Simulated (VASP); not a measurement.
Wanted: the native input for a VASP 6.6.1 run.

* Task: single point
* Functional: PBE
* Potentials or basis: VASP PAW PBE potentials, release 64 (C)
* Cutoff: 520 eV
* k mesh: 4 × 4 × 4
* Occupations: fermi-dirac, width 0.1 eV
* Spin: no spin polarisation
* Dipole correction: no
* Further INCAR settings: ALGO = Normal; EDIFF = 1e-06; NBANDS = 31

The structure of C lies in POSCAR:

```
C
1.0
    1.2610515900      0.7280684700     10.2964300000
   -1.2610515900      0.7280684700     10.2964300000
    0.0000000000     -1.4561369500     10.2964300000
C
10
Direct
    0.0250000000      0.0250000000      0.0250000000
    0.9750000000      0.9750000000      0.9750000000
    0.1083000000      0.1083000000      0.1083000000
    0.8917000000      0.8917000000      0.8917000000
    0.1583000000      0.1583000000      0.1583000000
    0.8417000000      0.8417000000      0.8417000000
    0.3750000000      0.3750000000      0.3750000000
    0.6250000000      0.6250000000      0.6250000000
    0.4250000000      0.4250000000      0.4250000000
    0.5750000000      0.5750000000      0.5750000000
```

This isn't the form of C at room conditions, which is graphite.

One way to write it, as run:

INCAR

```
SYSTEM = C
ALGO     = Normal         ! electronic algorithm
EDIFF    = 1E-6           ! SCF threshold, eV
ENCUT    = 520            ! plane-wave cutoff, eV
GGA      = PE             ! functional
ISIF     = 2              ! what is computed and relaxed
ISMEAR   = -1             ! smearing method
LASPH    = .TRUE.         ! aspherical terms in the spheres
LCHARG   = .TRUE.         ! write CHGCAR
LELF     = .TRUE.         ! ELF
LREAL    = .FALSE.        ! projectors in reciprocal space
LVHAR    = .TRUE.       
LWAVE    = .FALSE.        ! write WAVECAR
NBANDS   = 31             ! bands
NELM     = 60             ! most SCF steps
PREC     = Accurate       ! precision mode
SIGMA    = 0.1            ! smearing width, eV
```

KPOINTS

```
k-points
0
G
  4 4 4
  0 0 0
```

Potentials or basis: VASP PAW PBE potentials, release 64 (C).

Command:

```sh
$ cat potpaw_PBE.64/C/POTCAR > POTCAR
$ mpirun -np 1 vasp_std > vasp.out
```

It gave:

```json
{"Pressure": "3.4 GPa", "Largest force": "0.408 eV/Å", "Band gap on the k mesh": "4.49 eV, indirect (least direct gap 5.25 eV)"}
```

Caveat: the k mesh is coarse (spacing up to 0.72 Å⁻¹), so the values aren't converged.

Run time: 3.9 min on 1 thread of Intel(R) Xeon(R) Platinum 8488C (Sapphire Rapids) (shared host), peak memory 0.86 GiB.
